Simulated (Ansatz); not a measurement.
CdS (Greenockite), 4 atoms in the cell. The structure is hexagonal, space group P6_3mc (No. 186). Conventional cell: a = 4.150 Å, b = 4.150 Å, c = 6.737 Å, α = 90.00°, β = 90.00°, γ = 120.00°. Cd (site symmetry 3m) has 4 S at 2.53 to 2.54 Å as nearest neighbours. S (site symmetry 3m) is surrounded by 4 Cd at 2.53 to 2.54 Å. 

| Item | Value |
| --- | --- |
| Program | Ansatz 0.2.0 |
| Task | relaxation of cell and atoms |
| Functional | HSE06 |
| Potentials or basis | Ansatz PAW |
| Cutoff | 420 eV (not typed: the program's choice for these potentials) |
| k mesh | 4 × 4 × 4 |
| Occupations | fermi-dirac, width 0.05 eV |
| Spin | no spin polarisation |

Hardware: 1 × NVIDIA H100 80GB HBM3 with 2 threads of AMD EPYC 7R13 Processor (Zen 3), on a shared host.

**Question.** Estimate the wall time of this run.

**Answer.** Wall time 42 s on 1 × NVIDIA H100 80GB HBM3 with 2 threads of AMD EPYC 7R13 Processor (Zen 3), on a shared host, peak memory 2.1 GiB. Counts: scf iterations 75, plane waves 1985, k points 12, bands 32, ion steps 5.
